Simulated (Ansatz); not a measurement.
**Sb: single point with PBE**

Crystal: Sb.

```xyz
2
Lattice="2.1542 1.2437 3.7580 -2.1542 1.2437 3.7580 0.0000 -2.4875 3.7580" Properties=species:S:1:pos:R:3 pbc="T T T"
Sb    0.0000    0.0000    8.6416
Sb    0.0000    0.0000    2.6324
```

- Program: Ansatz 0.2.0
- Task: single point
- Functional: PBE
- Potentials or basis: all-electron LAPW, scalar-relativistic
- Cutoff: 230 eV (chosen from the basis error)
- Basis error allowed: 0.001 eV/atom
- k mesh: 8 × 8 × 8
- Occupations: gaussian, width 0.016 eV
- Spin: no spin polarisation

* Pressure: 2.7 GPa
* Largest force: 0.141 eV/Å
* Band gap on the k mesh: none (metal or under the smearing width)

Forces in eV/Å, atoms in the order of the input:
```
Sb   0.000  0.000 -0.141
Sb   0.000  0.000  0.141
```

Stress tensor (GPa, compression positive):
```
2.95 0.00 0.00
0.00 2.95 0.00
0.00 0.00 2.24
```

Levels at points of the mesh, in eV from the Fermi level:
| k point | band 19 | band 20 | band 21 | band 22 | band 23 | band 24 | band 25 | band 26 | band 27 | band 28 |
| --- | --- | --- | --- | --- | --- | --- | --- | --- | --- | --- |
| (0.00, 0.00, 0.00) | -12.82 | -4.92 | -2.17 | -1.90 | -1.90 | 1.98 | 2.60 | 2.60 | 5.04 | 5.04 |
| (0.00, 0.00, -0.50) | -10.46 | -9.74 | -2.04 | -1.93 | -0.41 | -0.30 | 0.09 | 0.39 | 7.50 | 8.29 |
| (0.00, -0.50, -0.50) | -10.45 | -8.09 | -5.54 | -3.86 | -3.76 | 1.44 | 4.83 | 5.41 | 6.84 | 9.01 |
| (-0.50, -0.50, -0.50) | -11.28 | -9.10 | -1.41 | -1.41 | -0.55 | 0.03 | 0.03 | 1.00 | 6.93 | 8.82 |

Wall time 13 s on 1 thread of Arm Neoverse V2 (shared host), peak memory 0.38 GiB.

The run has no spin-orbit coupling, so splittings on Sb are missing.
